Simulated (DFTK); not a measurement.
# BP (F-43m) in DFTK: further runs

One crystal, BP, is run at these levels: PBE, PBEsol; tasks: equation of state, single point.

Program: DFTK 0.8.2. These are calculated values, not measurements. Logs are shortened: lines on timing, memory, paths and dates and some standing lists are left out, and cuts for length are marked.

**The experiment to reproduce.**

“Equation of state of single-crystal cubic boron phosphide”, 2014, arxiv:1407.1677 reports, for a bulk crystal of BP at 300 K: bulk modulus 179 ± 1 GPa.

The results are compared with them further down.

### Step 1. The crystal as given

Symmetry: F-43m, No. 216, cubic system. The conventional cell has a = 4.538 Å, b = 4.538 Å, c = 4.538 Å, α = 90.00°, β = 90.00°, γ = 90.00°. P (site symmetry -43m) has 4 B at 1.97 Å as nearest neighbours. B (site symmetry -43m) is surrounded by 4 P at 1.97 Å.

### Step 2. Equation of state, PBE

Contents of run.jl:

```julia
using DFTK
using PseudoPotentialData
using Unitful, UnitfulAtomic
using LinearAlgebra, Printf
include("save.jl")
disable_threading()

# lattice vectors are the columns
lattice = austrip(1u"Å") * [           0.0          2.269          2.269;
                    2.269            0.0          2.269;
                    2.269          2.269            0.0]
symbols   = [:P, :B]
positions = [[0.75, 0.75, 0.75],
             [0.0, 0.0, 0.0]]
pseudopotentials = PseudoFamily("dojo.nc.sr.pbe.v0_4_1.standard.upf")
elements = Dict(s => ElementPsp(s, pseudopotentials) for s in unique(symbols))
atoms    = [elements[s] for s in symbols]

build_model(lattice, positions; symmetries=true) =
    model_DFT(lattice, atoms, positions;
              functionals=PBE(),
              temperature=austrip(0.05u"eV"),
              smearing=Smearing.FermiDirac(),
              symmetries)
Ecut  = 38.0  # hartree
kgrid = [10, 10, 10]
tol   = 1e-6
to_GPa = ustrip(uconvert(u"GPa", 1u"hartree/bohr^3"))

results["points"] = []
for scale in [0.94, 0.96, 0.98, 1.0, 1.02, 1.04, 1.06]
    println("\n=== scale = ", scale)
    model = build_model(cbrt(scale) * lattice, positions)
    basis = PlaneWaveBasis(model; Ecut, kgrid)
    t0 = time()
    scfres = self_consistent_field(basis;
                                   tol,
                                   nbandsalg=AdaptiveBands(model; n_bands_converge=9))
    seconds = time() - t0
    @printf "SCF: %d iterations, %.1f s\n" scfres.n_iter seconds
    forces = compute_forces_cart(scfres)
    stress = compute_stresses_cart(scfres)
    @printf "V = %.5f Å^3  F = %.8f Ha  max force = %.5f eV/Å  p = %.4f GPa\n" ustrip(auconvert(u"Å^3", model.unit_cell_volume)) scfres.energies.total ustrip(auconvert(u"eV/Å", maximum(norm, forces))) (-tr(stress) / 3 * to_GPa)
    push!(results["points"], save_scf!(scfres; forces, stress, d=Dict{String,Any}("seconds" => seconds, "n_matvec" => get(scfres, :n_matvec, 0))))
end

# third-order Birch-Murnaghan fit in x = V^(-2/3)
V = [0.94, 0.96, 0.98, 1.0, 1.02, 1.04, 1.06] * abs(det(lattice))
E = [p["total"] for p in results["points"]]
x = V .^ (-2 / 3)
c = [x .^ 0 x x .^ 2 x .^ 3] \ E
Δ = c[3]^2 - 3c[2] * c[4]
if Δ > 0
    x0 = (-c[3] + sqrt(Δ)) / 3c[4]
    B0 = 4 / 9 * x0^(7 / 2) * (2c[3] + 6c[4] * x0)
    @printf "V0 = %.4f Å^3  B0 = %.2f GPa\n" ustrip(auconvert(u"Å^3", x0^(-3 / 2))) B0 * to_GPa
end
```

Potentials or basis: dojo.nc.sr.pbe.v0_4_1.standard.upf (PBE).

The run is started by

```bash
$ julia --threads=1 run.jl  # save.jl only writes the numbers to a file and isn't shown; printed stress counts tension as positive; times include loading and compiling
```

Log:

```text
=== scale = 0.94
n     Energy            log10(ΔE)   log10(Δρ)   Diag   Δtime
---   ---------------   ---------   ---------   ----   ------
  1   -9.869540297440                   -0.74    4.5    4.26s
  2   -9.894074370407       -1.61       -1.45    2.1    2.77s
  3   -9.894740360584       -3.18       -2.15    2.3    2.82s
  4   -9.894755217006       -4.83       -3.04    2.1    1.85s
  5   -9.894756227563       -6.00       -3.73    3.3    3.13s
  6   -9.894756238850       -7.95       -4.47    2.3    2.54s
  7   -9.894756240253       -8.85       -5.13    2.9    2.93s
  8   -9.894756240278      -10.59       -6.15    2.4    2.59s
SCF: 8 iterations, 23.2 s
V = 21.96147 Å^3  F = -9.89475624 Ha  max force = 0.00000 eV/Å  p = 12.4571 GPa

=== scale = 0.96
n     Energy            log10(ΔE)   log10(Δρ)   Diag   Δtime
---   ---------------   ---------   ---------   ----   ------
  1   -9.871759425556                   -0.75    4.6    4.18s
  2   -9.895219814410       -1.63       -1.45    2.1    2.49s
  3   -9.895850574267       -3.20       -2.16    2.2    2.13s
  4   -9.895865162588       -4.84       -3.06    2.1    2.43s
  5   -9.895866084982       -6.04       -3.74    3.3    3.07s
  6   -9.895866096805       -7.93       -4.53    2.3    2.61s
  7   -9.895866098031       -8.91       -5.14    2.9    3.01s
  8   -9.895866098057      -10.59       -6.11    2.3    2.63s
SCF: 8 iterations, 22.9 s
V = 22.42873 Å^3  F = -9.89586610 Ha  max force = 0.00000 eV/Å  p = 8.2637 GPa

=== scale = 0.98
n     Energy            log10(ΔE)   log10(Δρ)   Diag   Δtime
---   ---------------   ---------   ---------   ----   ------
  1   -9.873505995768                   -0.76    4.6    3.44s
  2   -9.895913880529       -1.65       -1.46    2.0    2.46s
  3   -9.896531768613       -3.21       -2.17    2.4    2.79s
  4   -9.896546381643       -4.84       -3.06    2.0    2.42s
  5   -9.896547291176       -6.04       -3.74    3.3    3.27s
  6   -9.896547302732       -7.94       -4.53    2.3    1.97s
  7   -9.896547303999       -8.90       -5.12    2.9    2.97s
  8   -9.896547304029      -10.53       -6.06    2.2    2.58s
SCF: 8 iterations, 22.2 s
V = 22.89600 Å^3  F = -9.89654730 Ha  max force = 0.00000 eV/Å  p = 4.4530 GPa

=== scale = 1.0
n     Energy            log10(ΔE)   log10(Δρ)   Diag   Δtime
---   ---------------   ---------   ---------   ----   ------
  1   -9.874830891948                   -0.77    4.6    4.20s
  2   -9.896223027941       -1.67       -1.46    2.0    2.56s
  3   -9.896823403622       -3.22       -2.18    2.4    2.25s
  4   -9.896838034480       -4.83       -3.06    2.1    2.50s
  5   -9.896838904176       -6.06       -3.75    3.3    3.13s
  6   -9.896838915750       -7.94       -4.54    2.4    2.69s
  7   -9.896838916958       -8.92       -5.11    2.9    2.45s
  8   -9.896838916990      -10.50       -6.03    2.2    2.56s
SCF: 8 iterations, 22.7 s
V = 23.36326 Å^3  F = -9.89683892 Ha  max force = 0.00000 eV/Å  p = 0.9896 GPa

=== scale = 1.02
n     Energy            log10(ΔE)   log10(Δρ)   Diag   Δtime
---   ---------------   ---------   ---------   ----   ------
  1   -9.875762741556                   -0.78    4.6    3.56s
  2   -9.896183949027       -1.69       -1.46    2.0    2.52s
  3   -9.896760920535       -3.24       -2.19    2.5    2.93s
  4   -9.896775437162       -4.84       -3.07    2.0    2.53s
  5   -9.896776273038       -6.08       -3.76    3.3    2.51s
  6   -9.896776284598       -7.94       -4.55    2.3    2.69s
  7   -9.896776285733       -8.95       -5.11    3.0    3.06s
  8   -9.896776285765      -10.49       -6.02    2.2    2.71s
SCF: 8 iterations, 22.9 s
V = 23.83053 Å^3  F = -9.89677629 Ha  max force = 0.00000 eV/Å  p = -2.1586 GPa

=== scale = 1.04
n     Energy            log10(ΔE)   log10(Δρ)   Diag   Δtime
---   ---------------   ---------   ---------   ----   ------
  1   -9.876332550905                   -0.79    4.6    4.40s
  2   -9.895825430160       -1.71       -1.46    2.0    2.97s
  3   -9.896375832594       -3.26       -2.20    2.5    3.54s
  4   -9.896391053118       -4.82       -3.08    2.0    3.15s
  5   -9.896391828768       -6.11       -3.77    3.3    3.95s
  6   -9.896391840325       -7.94       -4.60    2.3    3.28s
  7   -9.896391841316       -9.00       -5.12    3.0    3.96s
  8   -9.896391841349      -10.48       -5.94    2.1    3.14s
  9   -9.896391841351      -11.73       -6.57    3.2    3.97s
SCF: 9 iterations, 33.4 s
V = 24.29779 Å^3  F = -9.89639184 Ha  max force = 0.00000 eV/Å  p = -5.0199 GPa

=== scale = 1.06
n     Energy            log10(ΔE)   log10(Δρ)   Diag   Δtime
---   ---------------   ---------   ---------   ----   ------
  1   -9.876593135826                   -0.80    4.6    5.16s
  2   -9.895169254270       -1.73       -1.46    2.0    3.12s
  3   -9.895697957778       -3.28       -2.21    2.5    3.67s
  4   -9.895713866018       -4.80       -3.09    2.0    2.51s
  5   -9.895714597837       -6.14       -3.79    3.2    3.89s
  6   -9.895714608974       -7.95       -4.64    2.4    3.44s
  7   -9.895714609851       -9.06       -5.12    3.0    3.91s
  8   -9.895714609886      -10.46       -5.81    2.0    3.06s
  9   -9.895714609888      -11.61       -6.60    3.0    3.88s
SCF: 9 iterations, 33.7 s
V = 24.76506 Å^3  F = -9.89571461 Ha  max force = 0.00000 eV/Å  p = -7.6202 GPa
V0 = 23.5092 Å^3  B0 = 161.21 GPa
```

Run time: 7.5 min. Hardware: 1 thread of Intel Xeon 6975P-C (Granite Rapids), shared host; peak memory 1.8 GiB.

Results:

```yaml
Equilibrium_volume: 11.75 Å³/atom
Bulk_modulus: 161 GPa
Pressure_derivative_of_the_bulk_modulus: 3.8
```

Energy against volume, from the lowest point:
| volume (Å³/atom) | energy (meV/atom) |
| --- | --- |
| 10.981 | 28.34 |
| 11.214 | 13.24 |
| 11.448 | 3.97 |
| 11.682 | 0.00 |
| 11.915 | 0.85 |
| 12.149 | 6.08 |
| 12.383 | 15.30 |

PBE usually gives volumes a little too large and moduli too small.

### Step 3. Single point, PBE, 10.98 Å³/atom (volume scaled by 0.94)

run.jl is that of step 2.

Potentials or basis: dojo.nc.sr.pbe.v0_4_1.standard.upf (PBE).

The run is started by

```bash
$ julia --threads=1 run.jl  # one pass of the loop, scale = 0.94; save.jl only writes the numbers to a file and isn't shown; printed stress counts tension as positive; times include loading and compiling
```

Wall time 23 s (1 thread of Intel Xeon 6975P-C (Granite Rapids), shared host).

Results (log left out):

```
Free energy            : -269.2500 eV
Pressure               : 12.5 GPa
Band gap on the k mesh : 1.17 eV, indirect (least direct gap 3.51 eV)
```

### Step 4. Single point, PBE, 11.21 Å³/atom (volume scaled by 0.96)

run.jl is that of step 3.

The run is started by

```bash
$ julia --threads=1 run.jl  # one pass of the loop, scale = 0.96; save.jl only writes the numbers to a file and isn't shown; printed stress counts tension as positive; times include loading and compiling
```

It took 23 s on 1 thread of Intel Xeon 6975P-C (Granite Rapids), shared host.

Results (log left out):

| Item | Value |
| --- | --- |
| Free energy | -269.2802 eV |
| Pressure | 8.3 GPa |
| Band gap on the k mesh | 1.20 eV, indirect (least direct gap 3.47 eV) |

### Step 5. Single point, PBE, 11.45 Å³/atom (volume scaled by 0.98)

run.jl is that of step 4.

The run is started by

```bash
$ julia --threads=1 run.jl  # one pass of the loop, scale = 0.98; save.jl only writes the numbers to a file and isn't shown; printed stress counts tension as positive; times include loading and compiling
```

It took 22 s on 1 thread of Intel Xeon 6975P-C (Granite Rapids), shared host.

Results (log left out):

```
Free energy            : -269.2988 eV
Pressure               : 4.5 GPa
Band gap on the k mesh : 1.22 eV, indirect (least direct gap 3.44 eV)
```

### Step 6. Single point, PBE, 11.68 Å³/atom

run.jl is that of step 5.

Potentials or basis: dojo.nc.sr.pbe.v0_4_1.standard.upf (PBE).

The run is started by

```bash
$ julia --threads=1 run.jl  # one pass of the loop, scale = 1.0; save.jl only writes the numbers to a file and isn't shown; printed stress counts tension as positive; times include loading and compiling
```

It took 23 s on 1 thread of Intel Xeon 6975P-C (Granite Rapids), shared host.

It converged, with:

* Free energy: -269.3067 eV
* Pressure: 1.0 GPa
* Band gap on the k mesh: 1.25 eV, indirect (least direct gap 3.41 eV)

### Step 7. Single point, PBE, 11.92 Å³/atom (volume scaled by 1.02)

run.jl is that of step 6.

The run is started by

```bash
$ julia --threads=1 run.jl  # one pass of the loop, scale = 1.02; save.jl only writes the numbers to a file and isn't shown; printed stress counts tension as positive; times include loading and compiling
```

Wall time 23 s (1 thread of Intel Xeon 6975P-C (Granite Rapids), shared host).

Results (log left out):

```yaml
Free_energy: -269.3050 eV
Pressure: -2.2 GPa
Band_gap_on_the_k_mesh: 1.28 eV, indirect (least direct gap 3.38 eV)
```

### Step 8. Single point, PBE, 12.15 Å³/atom (volume scaled by 1.04)

run.jl is that of step 7.

The run is started by

```bash
$ julia --threads=1 run.jl  # one pass of the loop, scale = 1.04; save.jl only writes the numbers to a file and isn't shown; printed stress counts tension as positive; times include loading and compiling
```

Run time: 33 s. Hardware: 1 thread of Intel Xeon 6975P-C (Granite Rapids), shared host.

The run converged. Its results:

```yaml
Free_energy: -269.2945 eV
Pressure: -5.0 GPa
Band_gap_on_the_k_mesh: 1.30 eV, indirect (least direct gap 3.35 eV)
```

### Step 9. Single point, PBE, 12.38 Å³/atom (volume scaled by 1.06)

run.jl is that of step 8.

Potentials or basis: dojo.nc.sr.pbe.v0_4_1.standard.upf (PBE).

The run is started by

```bash
$ julia --threads=1 run.jl  # one pass of the loop, scale = 1.06; save.jl only writes the numbers to a file and isn't shown; printed stress counts tension as positive; times include loading and compiling
```

Run time: 34 s. Hardware: 1 thread of Intel Xeon 6975P-C (Granite Rapids), shared host.

Results (log left out):

| Property | Result |
| --- | --- |
| Free energy | -269.2761 eV |
| Pressure | -7.6 GPa |
| Band gap on the k mesh | 1.33 eV, indirect (least direct gap 3.33 eV) |

### Step 10. Equation of state, PBEsol

Edit run.jl of step 9 so:

```diff
@@ -14,3 +14,3 @@
              [0.0, 0.0, 0.0]]
-pseudopotentials = PseudoFamily("dojo.nc.sr.pbe.v0_4_1.standard.upf")
+pseudopotentials = PseudoFamily("dojo.nc.sr.pbesol.v0_4_1.standard.upf")
 elements = Dict(s => ElementPsp(s, pseudopotentials) for s in unique(symbols))
@@ -20,3 +20,3 @@
     model_DFT(lattice, atoms, positions;
-              functionals=PBE(),
+              functionals=PBEsol(),
               temperature=austrip(0.05u"eV"),
```

Potentials or basis: dojo.nc.sr.pbesol.v0_4_1.standard.upf (PBEsol).

The run is started by

```bash
$ julia --threads=1 run.jl  # save.jl only writes the numbers to a file and isn't shown; printed stress counts tension as positive; times include loading and compiling
```

Run time: 8.5 min. Hardware: 1 thread of Intel Xeon 6975P-C (Granite Rapids), shared host; peak memory 1.9 GiB.

Results (log left out):

```yaml
Equilibrium_volume: 11.55 Å³/atom
Bulk_modulus: 169 GPa
Pressure_derivative_of_the_bulk_modulus: 3.8
```

Energy against volume, from the lowest point:
| volume (Å³/atom) | energy (meV/atom) |
| --- | --- |
| 10.981 | 15.50 |
| 11.214 | 4.89 |
| 11.448 | 0.00 |
| 11.682 | 0.31 |
| 11.915 | 5.34 |
| 12.149 | 14.65 |
| 12.383 | 27.86 |

### Step 11. Single point, PBEsol, 10.98 Å³/atom (volume scaled by 0.94)

run.jl is that of step 10.

The run is started by

```bash
$ julia --threads=1 run.jl  # one pass of the loop, scale = 0.94; save.jl only writes the numbers to a file and isn't shown; printed stress counts tension as positive; times include loading and compiling
```

Run time: 28 s. Hardware: 1 thread of Intel Xeon 6975P-C (Granite Rapids), shared host.

It converged, with:

- Free energy: -269.0933 eV
- Pressure: 9.3 GPa
- Band gap on the k mesh: 1.06 eV, indirect (least direct gap 3.46 eV)

### Step 12. Single point, PBEsol, 11.21 Å³/atom (volume scaled by 0.96)

run.jl is that of step 11.

Potentials or basis: dojo.nc.sr.pbesol.v0_4_1.standard.upf (PBEsol).

The run is started by

```bash
$ julia --threads=1 run.jl  # one pass of the loop, scale = 0.96; save.jl only writes the numbers to a file and isn't shown; printed stress counts tension as positive; times include loading and compiling
```

It took 27 s on 1 thread of Intel Xeon 6975P-C (Granite Rapids), shared host.

It converged, with:

```
Free energy            : -269.1145 eV
Pressure               : 5.2 GPa
Band gap on the k mesh : 1.09 eV, indirect (least direct gap 3.42 eV)
```

### Step 13. Single point, PBEsol, 11.45 Å³/atom (volume scaled by 0.98)

run.jl is that of step 12.

The run is started by

```bash
$ julia --threads=1 run.jl  # one pass of the loop, scale = 0.98; save.jl only writes the numbers to a file and isn't shown; printed stress counts tension as positive; times include loading and compiling
```

Run time: 29 s. Hardware: 1 thread of Intel Xeon 6975P-C (Granite Rapids), shared host.

Results (log left out):

| Property | Result |
| --- | --- |
| Free energy | -269.1243 eV |
| Pressure | 1.5 GPa |
| Band gap on the k mesh | 1.11 eV, indirect (least direct gap 3.39 eV) |

### Step 14. Single point, PBEsol, 11.68 Å³/atom

run.jl is that of step 13.

The run is started by

```bash
$ julia --threads=1 run.jl  # one pass of the loop, scale = 1.0; save.jl only writes the numbers to a file and isn't shown; printed stress counts tension as positive; times include loading and compiling
```

Wall time 36 s (1 thread of Intel Xeon 6975P-C (Granite Rapids), shared host).

The run converged. Its results:

| Quantity | Value |
| --- | --- |
| Free energy | -269.1237 eV |
| Pressure | -1.9 GPa |
| Band gap on the k mesh | 1.14 eV, indirect (least direct gap 3.36 eV) |

### Step 15. Single point, PBEsol, 11.92 Å³/atom (volume scaled by 1.02)

run.jl is that of step 14.

Potentials or basis: dojo.nc.sr.pbesol.v0_4_1.standard.upf (PBEsol).

The run is started by

```bash
$ julia --threads=1 run.jl  # one pass of the loop, scale = 1.02; save.jl only writes the numbers to a file and isn't shown; printed stress counts tension as positive; times include loading and compiling
```

It took 27 s on 1 thread of Intel Xeon 6975P-C (Granite Rapids), shared host.

Results (log left out):

```
Free energy            : -269.1136 eV
Pressure               : -5.0 GPa
Band gap on the k mesh : 1.16 eV, indirect (least direct gap 3.33 eV)
```

### Step 16. Single point, PBEsol, 12.15 Å³/atom (volume scaled by 1.04)

run.jl is that of step 15.

The run is started by

```bash
$ julia --threads=1 run.jl  # one pass of the loop, scale = 1.04; save.jl only writes the numbers to a file and isn't shown; printed stress counts tension as positive; times include loading and compiling
```

It took 34 s on 1 thread of Intel Xeon 6975P-C (Granite Rapids), shared host.

It converged, with:

| Property | Result |
| --- | --- |
| Free energy | -269.0950 eV |
| Pressure | -7.8 GPa |
| Band gap on the k mesh | 1.19 eV, indirect (least direct gap 3.30 eV) |

### Step 17. Single point, PBEsol, 12.38 Å³/atom (volume scaled by 1.06)

run.jl is that of step 16.

The run is started by

```bash
$ julia --threads=1 run.jl  # one pass of the loop, scale = 1.06; save.jl only writes the numbers to a file and isn't shown; printed stress counts tension as positive; times include loading and compiling
```

It took 35 s on 1 thread of Intel Xeon 6975P-C (Granite Rapids), shared host.

It converged, with:

| Property | Result |
| --- | --- |
| Free energy | -269.0686 eV |
| Pressure | -10.3 GPa |
| Band gap on the k mesh | 1.21 eV, indirect (least direct gap 3.28 eV) |

### Step 18. Comparison with measurements

Step 2. A measured bulk modulus of BP is 179 GPa (300 K; “Equation of state of single-crystal cubic boron phosphide”, 2014, arxiv:1407.1677); the calculated 161 GPa misses it by -9.9 %. 3 values of this kind are on record (173 to 179 GPa); this one was drawn at random among those near their median, those with a stated uncertainty first. The fit is for a static lattice scaled at fixed shape and fixed fractional positions.

Step 10. A measured bulk modulus of BP is 179 GPa (300 K; “Equation of state of single-crystal cubic boron phosphide”, 2014, arxiv:1407.1677); the calculated 169 GPa misses it by -5.7 %. 3 values of this kind are on record (173 to 179 GPa); this one was drawn at random among those near their median, those with a stated uncertainty first. The fit is for a static lattice scaled at fixed shape and fixed fractional positions.
